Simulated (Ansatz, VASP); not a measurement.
# MgS: VASP beside Ansatz

Contents of INCAR:

```
PREC = Accurate ; ENCUT = 520
EDIFF = 1E-6 ; ISMEAR = 0
SIGMA = 0.05 ; LREAL = False
LASPH = True ; NELM = 100
ALGO = Normal ; ISIF = 2
LWAVE = False ; LCHARG = False
NBANDS = 11
```

File KPOINTS:

```
regular mesh
0
Gamma
  8 8 8
```

POSCAR

```
MgS
1.0
    0.0000000000      2.8331200468      2.7906232461
    2.8331200468      0.0000000000      2.7906232461
    2.8331200468      2.8331200468      0.0000000000
Mg S
1 1
Direct
    0.0000000000      0.0000000000      0.0000000000
    0.7500000000      0.7500000000      0.7500000000
```

Input for Ansatz:

```yaml
crystal:
  lattice:
    - [0.0, 2.8331200468, 2.7906232461]
    - [2.8331200468, 0.0, 2.7906232461]
    - [2.8331200468, 2.8331200468, 0.0]
  atoms:
    - { symbol: Mg, position: [0.0, 0.0, 0.0] }
    - { symbol: S, position: [0.75, 0.75, 0.75] }
basis:
  ecutwfc: 420
kpoints:
  mp_grid: { grid: [8, 8, 8] }
hamiltonian:
  xc: lda
scf:
  occupations: { method: gaussian, width: 0.05 }
output:
  forces: true
  stress: true
  eigenvalues: true
```

Change from the starting cell: strain +0.000 along x and y, -0.015 along z, atoms carried along.

Alike in both runs: task single point; functional LDA; k mesh 8 × 8 × 8; occupations gaussian, width 0.05 eV; no spin polarisation.

```csv
,VASP,Ansatz
version,VASP 6.6.1,Ansatz 0.2.0
potentials or method,"VASP PAW LDA potentials, release 64 (Mg, S)","scalar-relativistic, plane waves, PAW"
plane-wave cutoff (eV),520,420
valence electrons in the cell,8,16
```

```csv
,VASP,Ansatz,Ansatz less VASP
gap on the k mesh at the Fermi level (eV),3.23,3.22,-0.011
least direct gap on the mesh (eV),3.23,3.22,-0.011
pressure (GPa),-1.7,-1.4,+0.34
largest component of the traceless stress (GPa),0.20,0.21,+0.005
```

The two sets of potentials don't hold the same shells in valence.

A k mesh can miss the band edges.
